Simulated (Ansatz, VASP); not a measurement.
# Hf: VASP beside Ansatz

```
Hf
1.0
     0.00000    3.22894    3.22894
     3.22894    0.00000    3.22894
     3.22894    3.22894    0.00000
Hf
2
Direct
  0.12500 0.12500 0.12500
  0.87500 0.87500 0.87500
```

Alike in both runs: task single point; functional PBEsol; k mesh 10 × 10 × 10; occupations fermi-dirac, width 0.1 eV; no spin polarisation.

```csv
,VASP,Ansatz
version,VASP 6.6.1,Ansatz 0.2.0
potentials or method,"VASP PAW PBE potentials, release 64 (Hf_pv)","plane waves (420 eV) with PAW, scalar-relativistic"
plane-wave cutoff (eV),520,420
valence electrons in the cell,20,52
```

```tsv
	VASP	Ansatz	Ansatz less VASP
pressure (GPa)	-1.3	-1.1	+0.21
```

With one functional, cell and mesh, what is left measures potentials, basis and numerics. The two sets of potentials don't hold the same shells in valence. Ansatz warned: «pseudo_functional_mismatch».

Caveats: the PAW data sets were made with another functional, which shifts forces and pressure a little (VASP). The runs have no spin-orbit coupling, so splittings on Hf are missing.
